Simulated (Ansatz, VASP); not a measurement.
# Bi2Te3 (Tellurobismuthite) in VASP and in Ansatz

```
CELL_PARAMETERS angstrom
2.19300 1.26613 10.16567
-2.19300 1.26613 10.16567
0.00000 -2.53226 10.16567
ATOMIC_POSITIONS crystal
Bi 0.60000 0.60000 0.60000
Bi 0.40000 0.40000 0.40000
Te 0.79050 0.79050 0.79050
Te 0.20950 0.20950 0.20950
Te 0.00000 0.00000 0.00000
```

Alike in both runs: task single point; functional PBE; k mesh 7 × 7 × 7; occupations gaussian, width 0.014 eV; no spin polarisation.

```csv
,VASP,Ansatz
version,VASP 6.6.1,Ansatz 0.2.0
potentials or method,"VASP PAW PBE potentials, release 64 (Bi_d, Te)",Ansatz PAW
plane-wave cutoff (eV),520,420
valence electrons in the cell,48,78
```

Ansatz gave:

```
gap on the k mesh at the Fermi level (eV)       : 0.29
least direct gap on the mesh (eV)               : 0.29
pressure (GPa)                                  : 1.9
largest component of the traceless stress (GPa) : 0.13
rms of the force components (eV/Å)              : 0.020
```

Task: Which values does VASP return?

Result: gap on the k mesh at the Fermi level (eV): 0.28; least direct gap on the mesh (eV): 0.28; pressure (GPa): 1.9; largest component of the traceless stress (GPa): 0.13; rms of the force components (eV/Å): 0.014.

Atom by atom the forces differ by 0.006 eV/Å (rms over components). With one functional, cell and mesh, what is left measures potentials, basis and numerics. The two sets of potentials don't hold the same shells in valence.

Caveats: spin-orbit coupling is left out, which as a rule narrows the gap of such compounds by several tenths of an eV; an odd mesh through Γ misses points on the zone boundary, where band edges often lie (VASP); odd divisions of the mesh miss points on the zone boundary, where band edges often lie, so the gap on the mesh can be too wide (Ansatz).
